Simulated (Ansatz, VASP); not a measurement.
**Two plane-wave programs on F**

File INCAR:

```
ALGO = Normal
EDIFF = 1E-6
ENCUT = 520
GGA = PE
ISIF = 2
ISMEAR = -1
LASPH = T
LCHARG = T
LELF = T
LREAL = F
LVHAR = T
LWAVE = F
NBANDS = 22
NELM = 60
PREC = Accurate
SIGMA = 0.05
```

The input KPOINTS:

```
k-points
0
Gamma
  10 10 4
```

File POSCAR:

```
F
1.0
    2.5563224246     -1.5840272486      0.0000000000
    2.5563224246      1.5840272486      0.0000000000
   -0.5621106040      0.0000000000      6.5977088989
F
4
Direct
    0.9153359700      0.5958328800      0.0979555000
    0.4041671200      0.0846640300      0.4020445000
    0.0846640300      0.4041671200      0.9020445000
    0.5958328800      0.9153359700      0.5979555000
```

The input input.yaml:

```yaml
crystal:
  lattice:
    - [2.5563224246, -1.5840272486, 0.0]
    - [2.5563224246, 1.5840272486, 0.0]
    - [-0.562110604, 0.0, 6.5977088989]
  atoms:
    - { symbol: F, position: [0.91533597, 0.59583288, 0.0979555] }
    - { symbol: F, position: [0.40416712, 0.08466403, 0.4020445] }
    - { symbol: F, position: [0.08466403, 0.40416712, 0.9020445] }
    - { symbol: F, position: [0.59583288, 0.91533597, 0.5979555] }
hamiltonian:
  xc: pbe
  pseudopotentials: { kind: paw }
kpoints:
  mp_grid: { grid: [10, 10, 4] }
scf:
  occupations: { method: fermi_dirac, width: 0.05 }
output:
  forces: true
  stress: true
  eigenvalues: true
```

Alike in both runs: task single point; functional PBE; k mesh 10 × 10 × 4; occupations fermi-dirac, width 0.05 eV; no spin polarisation.

```csv
,VASP,Ansatz
version,VASP 6.6.1,Ansatz 0.2.0
potentials or method,"VASP PAW PBE potentials, release 64 (F)",Ansatz PAW
plane-wave cutoff (eV),520,420
valence electrons in the cell,28,28
```

Ansatz gave:

```
gap on the k mesh at the Fermi level (eV)       : 2.74
least direct gap on the mesh (eV)               : 2.74
pressure (GPa)                                  : 2.9
largest component of the traceless stress (GPa) : 0.40
rms of the force components (eV/Å)              : 0.082
```

Task: Estimate VASP's values.

Result: gap on the k mesh at the Fermi level (eV): 2.67; least direct gap on the mesh (eV): 2.67; pressure (GPa): 3.3; largest component of the traceless stress (GPa): 2.03; rms of the force components (eV/Å): 0.303.

Atom by atom the forces differ by 0.221 eV/Å (rms over components).

Caveats: the pressure holds a Pulay correction of +1.1 GPa for the finite cutoff (Ansatz). A k mesh can miss the band edges.
